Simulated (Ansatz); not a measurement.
Level of theory: DFT PBE, scalar-relativistic, plane waves, PAW (Ansatz). Settings of the last relaxation (4-atom cell): 420 eV, 9×9×6 k points, Gaussian smearing of 0.02 eV, no spin polarisation.

The zero of energy is the elements' standard structures at the same level (F₂ as a molecule); no fitted shifts are applied.

Task: Give a relaxed trial structure of a hexagonal wide-gap insulator with formula NaF, with a gap near 5.5 eV, a formation energy near −2.68 eV/atom and about 16 Å³ per atom, in a cell of 4 atoms. Its symmetry should be P6_3/mmc (No. 194).

Result: NaF, space group P6_3/mmc (No. 194). Na has 5 F at 2.28–2.33 Å; F is surrounded by 5 Na at 2.28–2.33 Å.

Space group P6_3/mmc (No. 194). a = 3.942 Å, b = 3.942 Å, c = 4.656 Å, α = 90.00°, β = 90.00°, γ = 120.00°
```csv
atom,site,symmetry,x,y,z
Na,2d,-6m2,0.3333,0.6667,0.7500
F,2c,-6m2,0.6667,0.3333,0.7500
```

The volume per atom is 15.67 Å³. The density is 2.23 g/cm³ and the energy over the elements is −2.675 eV/atom. The gap on the 9×9×6 mesh of the 4-atom cell is 5.50 eV.

It was reached by relaxing an invented guess, and it needn't be the stable form of this composition. Other answers may fit too; this one was computed.

Kohn–Sham gaps at this level usually fall short of measured ones. A structure relaxed within its symmetry needn't be a true minimum.
